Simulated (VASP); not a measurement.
# BN (F-43m) in VASP: elastic constants with r2SCAN

Aim: the elastic constants of BN with r2SCAN.

All numbers are computed with VASP 6.6.1; they aren't measurements. Logs are shortened: lines on timing, memory, paths and dates and some standing lists are left out, and cuts for length are marked.

## (1) The structure

Symmetry: F-43m, No. 216, cubic system. Conventional cell: a = 3.615 Å, b = 3.615 Å, c = 3.615 Å, α = 90.00°, β = 90.00°, γ = 90.00°. Around B (site symmetry -43m) lie 4 N at 1.57 Å. Around N (site symmetry -43m) lie 4 B at 1.57 Å.

## (2) Elastic constants, r2SCAN

File POSCAR:

```
BN
1.0
    0.0000000000      1.8075000000      1.8075000000
    1.8075000000      0.0000000000      1.8075000000
    1.8075000000      1.8075000000      0.0000000000
B N
1 1
Direct
    0.0000000000      0.0000000000      0.0000000000
    0.2500000000      0.2500000000      0.2500000000
```

File INCAR.step1:

```
  ALGO = Normal
  EDIFF = 1E-8
  EDIFFG = -0.002
  ENCUT = 600
  IBRION = 2
  ISIF = 3
  ISMEAR = 0
  LASPH = T
  LCHARG = F
  LMIXTAU = T
  LREAL = F
  LWAVE = F
  METAGGA = R2SCAN
  NELM = 80
  NSW = 40
  PREC = Accurate
  SIGMA = 0.02
```

File INCAR.step2:

```
  ALGO = Normal
  EDIFF = 1E-8
  ENCUT = 600
  IBRION = 6
  ISIF = 3
  ISMEAR = 0
  LASPH = T
  LCHARG = F
  LMIXTAU = T
  LREAL = F
  LWAVE = F
  METAGGA = R2SCAN
  NELM = 80
  NFREE = 2
  NSW = 1
  POTIM = 0.015
  PREC = Accurate
  SIGMA = 0.02
```

File KPOINTS:

```
k-points
0
Gamma
  12 12 12
```

Potentials or basis: VASP PAW PBE potentials, release 64 (B, N).

Command:

```console
> cat potpaw_PBE.64/B/POTCAR potpaw_PBE.64/N/POTCAR > POTCAR
> cp INCAR.step1 INCAR
> mpirun -np 1 vasp_std > vasp.out
> cp CONTCAR POSCAR
> cp INCAR.step2 INCAR
> mpirun -np 1 vasp_std > vasp.out
```

OUTCAR:

```text
EDIFF = 1E-8
   ENCUT = 600
   IBRION = 6
   ISIF = 3
   ISMEAR = 0
   LASPH = T
   LREAL = F
   METAGGA = R2SCAN
   NELM = 80
   NFREE = 2
   NSW = 1
   POTIM = 0.015
   PREC = Accurate

 ion  position               nearest neighbor table
   1  0.000  0.000  0.000-   2 1.56   2 1.56   2 1.56   2 1.56
   2  0.250  0.250  0.250-   1 1.56   1 1.56   1 1.56   1 1.56

  LATTYP: Found a face centered cubic cell.
 ALAT       =     3.6133043947

  Lattice vectors:

 A1 = (   0.0000000000,   1.8066521974,   1.8066521974)
 A2 = (   1.8066521974,   0.0000000000,   1.8066521974)
 A3 = (   1.8066521974,   1.8066521974,   0.0000000000)

Analysis of symmetry for initial positions (statically):
=====================================================================
 Subroutine PRICEL returns:
 Original cell was already a primitive cell.

 Routine SETGRP: Setting up the symmetry group for a
 face centered cubic supercell.

 Subroutine GETGRP returns: Found 24 space group operations
 (whereof 24 operations were pure point group operations)
 out of a pool of 48 trial point group operations.

The static configuration has the point symmetry T_d .

Analysis of symmetry for dynamics (positions and initial velocities):
=====================================================================
 Subroutine PRICEL returns:
 Original cell was already a primitive cell.

 Routine SETGRP: Setting up the symmetry group for a
 face centered cubic supercell.

 Subroutine GETGRP returns: Found 24 space group operations
 (whereof 24 operations were pure point group operations)
 out of a pool of 48 trial point group operations.

The dynamic configuration has the point symmetry T_d .

 Subroutine INISYM returns: Found 24 space group operations
 (whereof 24 operations are pure point group operations),
 and found     1 'primitive' translations

----------------------------------------------------------------------------------------

                                     Primitive cell

  volume of cell :      11.7938

  direct lattice vectors                    reciprocal lattice vectors
     0.000000000  1.806652197  1.806652197    -0.276754984  0.276754984  0.276754984
     1.806652197  0.000000000  1.806652197     0.276754984 -0.276754984  0.276754984
     1.806652197  1.806652197  0.000000000     0.276754984  0.276754984 -0.276754984

  length of vectors
     2.554992040  2.554992040  2.554992040     0.479353694  0.479353694  0.479353694

  position of ions in fractional coordinates (direct lattice)
     0.000000000  0.000000000  0.000000000
     0.250000000  0.250000000  0.250000000

  ion indices of the primitive-cell ions
   primitive index   ion index
                 1           1
                 2           2

----------------------------------------------------------------------------------------

 KPOINTS: k-points

Automatic generation of k-mesh.
 Grid dimensions read from file:
 generate k-points for:   12   12   12

 Generating k-lattice:

  Cartesian coordinates                     Fractional coordinates (reciprocal lattice)
    -0.023062915  0.023062915  0.023062915     0.083333333  0.000000000  0.000000000
     0.023062915 -0.023062915  0.023062915     0.000000000  0.083333333  0.000000000
[... 109 lines left out ...]

------------------------ aborting loop because EDIFF is reached ----------------------------------------

  FORCE on cell =-STRESS in cart. coord.  units (eV):
  Direction    XX          YY          ZZ          XY          YZ          ZX
  --------------------------------------------------------------------------------------
  -------------------------------------------------------------------------------------
  Total        0.0008774      0.0008774      0.0008774      0.0000000     -0.0000000      0.0000000
  in kB        0.1191914      0.1191914      0.1191914      0.0000000     -0.0000000      0.0000000
  external PRESSURE =       0.1191914 kB  Pullay stress =       0.0000000 kB
[... 89 lines left out ...]
  FREE ENERGIE OF THE ION-ELECTRON SYSTEM (eV)
  ---------------------------------------------------
  free  energy   TOTEN  =       -19.1677605700 eV

  energy  without entropy=      -19.1677605700  energy(sigma->0) =      -19.16776057

[... ionic steps 4 to 14 ...]

--------------------------------------- Ionic step       15  -------------------------------------------

 number of electron       7.9999999 magnetization

------------------------ aborting loop because EDIFF is reached ----------------------------------------
[... 67 lines left out ...]
--------------------------------------- Ionic step       17  -------------------------------------------

 number of electron       7.9999999 magnetization

 Free energy of the ion-electron system (eV)
  ---------------------------------------------------
  ext. energy  EPLUGINS =         0.00000000
  ---------------------------------------------------
  free energy    TOTEN  =       -19.17190102 eV

  energy without entropy =      -19.17190102  energy(sigma->0) =      -19.17190102

 E-fermi :   7.5124     XC(G=0): -13.6536

 val. band max:        7.3959444117   @ k =   0.0000   0.0000   0.0000
 cond. band min:      12.2345834164   @ k =   0.5000   0.5000   0.0000
 fundamental gap:      4.8386390047
 Fermi energy:         7.5124274273

 k-point     1 :       0.0000    0.0000    0.0000
  band No.  band energies     occupation
      1     -14.0486      2.00000
      2       7.1167      2.00000
      3       7.2610      2.00000
      4       7.3959      2.00000
      5      16.6908      0.00000
      6      16.7882      0.00000
      7      16.9018      0.00000
      8      18.3475      0.00000
[... 243 lines left out ...]
 k-point    24 :      -0.4167    0.1667    0.0000
  band No.  band energies     occupation
      1      -9.3712      2.00000
      2      -3.1500      2.00000
      3       3.0019      2.00000
      4       4.5773      2.00000
      5      17.2548      0.00000
      6      20.2625      0.00000
      7      20.4846      0.00000
      8      24.1455      0.00000

 [... further k-points ...]

------------------------ aborting loop because EDIFF is reached ----------------------------------------

  FORCE on cell =-STRESS in cart. coord.  units (eV):
  Direction    XX          YY          ZZ          XY          YZ          ZX
  --------------------------------------------------------------------------------------
  -------------------------------------------------------------------------------------
  Total        0.0043599      0.0064173      0.0064173      0.0000000      0.0129392      0.0000000
  in kB        0.5922869      0.8717803      0.8717803      0.0000000      1.7577816      0.0000000
  external PRESSURE =       0.7786158 kB  Pullay stress =       0.0000000 kB
[... 17 lines left out ...]
  FREE ENERGIE OF THE ION-ELECTRON SYSTEM (eV)
  ---------------------------------------------------
  free  energy   TOTEN  =       -19.1719010239 eV

  energy  without entropy=      -19.1719010239  energy(sigma->0) =      -19.17190102

 INTERNAL STRAIN TENSORS FROM STRAINED CELLS
 ============================================

 INTERNAL STRAIN TENSOR FOR ION    1 for displacements in x,y,z  (eV/Angst):
          X           Y           Z          XY          YZ          ZX
  --------------------------------------------------------------------------------
  x     0.00000     0.00000     0.00000    -0.00000     0.86318    -0.00000
  y    -0.00000     0.00000     0.00000    -0.00000     0.00000     0.86335
  z     0.00000     0.00000    -0.00000     0.86222    -0.00000     0.00000

 INTERNAL STRAIN TENSORS FROM DISPLACED ATOMS
 ============================================

 INTERNAL STRAIN TENSOR FOR ION    1 for displacements in x,y,z  (eV/Angst):
          X           Y           Z          XY          YZ          ZX
  --------------------------------------------------------------------------------
  x     0.00000     0.00000     0.00000     0.00000     0.86283     0.00000
  y     0.00000     0.00000     0.00000     0.00000     0.00000     0.86283
  z     0.00000     0.00000     0.00000     0.86283     0.00000     0.00000

 INTERNAL STRAIN TENSOR FOR ION    2 for displacements in x,y,z  (eV/Angst):
          X           Y           Z          XY          YZ          ZX
  --------------------------------------------------------------------------------
  x     0.00000     0.00000     0.00000     0.00000    -0.86296     0.00000
  y     0.00000     0.00000     0.00000     0.00000     0.00000    -0.86296
  z     0.00000     0.00000     0.00000    -0.86296     0.00000     0.00000

 Eigenvectors and eigenvalues of the dynamical matrix
 ----------------------------------------------------

   1 f  =   31.208371 THz   196.087980 2PiTHz 1040.999213 cm-1   129.067395 meV
             X         Y         Z           dx          dy          dz
      0.000000  0.000000  0.000000     0.000000   -0.000000    0.751210
      0.903326  0.903326  0.903326     0.000000    0.000000   -0.660063
[... 21 lines left out ...]
   6 f/i=    0.001059 THz     0.006655 2PiTHz    0.035332 cm-1     0.004381 meV
             X         Y         Z           dx          dy          dz
      0.000000  0.000000  0.000000    -0.531122    0.391766   -0.010588
      0.903326  0.903326  0.903326    -0.604464    0.445865   -0.012050

--------------------------------------------------------------------------------------------------------

 ELASTIC MODULI CONTR FROM IONIC RELAXATION (kBar)
 Direction    XX          YY          ZZ          XY          YZ          ZX
 --------------------------------------------------------------------------------
 XX          -0.0000      0.0000      0.0000      0.0000      0.0000      0.0000
 YY           0.0000     -0.0000      0.0000      0.0000      0.0000      0.0000
 ZZ           0.0000      0.0000     -0.0000      0.0000      0.0000      0.0000
 XY           0.0000      0.0000      0.0000     -4.1608      0.0000      0.0000
 YZ           0.0000      0.0000      0.0000      0.0000     -4.1608      0.0000
 ZX           0.0000      0.0000      0.0000      0.0000      0.0000     -4.1608
 --------------------------------------------------------------------------------

 TOTAL ELASTIC MODULI (kBar)
 Direction    XX          YY          ZZ          XY          YZ          ZX
 --------------------------------------------------------------------------------
 XX        8203.9101   1764.0518   1764.0518      0.0000      0.0000     -0.0000
 YY        1764.0518   8203.9101   1764.0518     -0.0000      0.0000      0.0000
 ZZ        1764.0518   1764.0518   8203.9101      0.0000      0.0000      0.0000
 XY           0.0000     -0.0000      0.0000   4660.9218      0.0000      0.0000
 YZ           0.0000      0.0000      0.0000      0.0000   4660.9218      0.0000
 ZX          -0.0000      0.0000      0.0000      0.0000      0.0000   4660.9218
 --------------------------------------------------------------------------------
```

Wall time 28 min (1 thread of Intel Xeon Platinum 8488C (Sapphire Rapids), shared host); peak memory 0.23 GiB.

Results:

```
Relaxed volume                                          : 5.90 Å³/atom
Relaxed cell                                            : a = 2.555 Å, b = 2.555 Å, c = 2.555 Å, α = 60.00°, β = 60.00°, γ = 60.00°
Space group after relaxing (to 0.05 Å)                  : F-43m (No. 216)
Elastic constants C11, C12, C44                         : 820, 176, 466 GPa
Voigt bulk modulus                                      : 391 GPa
Highest phonon frequency at Γ, LO-TO splitting left out : 1041 cm⁻¹
```

Final structure:
```xyz
2
Lattice="0.0000 1.8067 1.8067 1.8067 0.0000 1.8067 1.8067 1.8067 0.0000" Properties=species:S:1:pos:R:3 pbc="T T T"
B     0.0000    0.0000    0.0000
N     0.9033    0.9033    0.9033
```

Phonon frequencies in cm⁻¹ (negative: imaginary):
| q point | frequencies |
| --- | --- |
| (0.000, 0.000, 0.000) | 0 0 0 1041 1041 1041 |

Elastic tensor in Voigt notation (GPa, in the Cartesian axes of the cell as first typed):
```
820 176 176   0   0   0
176 820 176   0   0   0
176 176 820   0   0   0
  0   0   0 466   0   0
  0   0   0   0 466   0
  0   0   0   0   0 466
```

Clamped-ion elastic tensor (GPa):
```
820 176 176   0   0   0
176 820 176   0   0   0
176 176 820   0   0   0
  0   0   0 467   0   0
  0   0   0   0 467   0
  0   0   0   0   0 467
```

Caveat: the PAW data sets were made with another functional, which shifts forces and pressure a little.
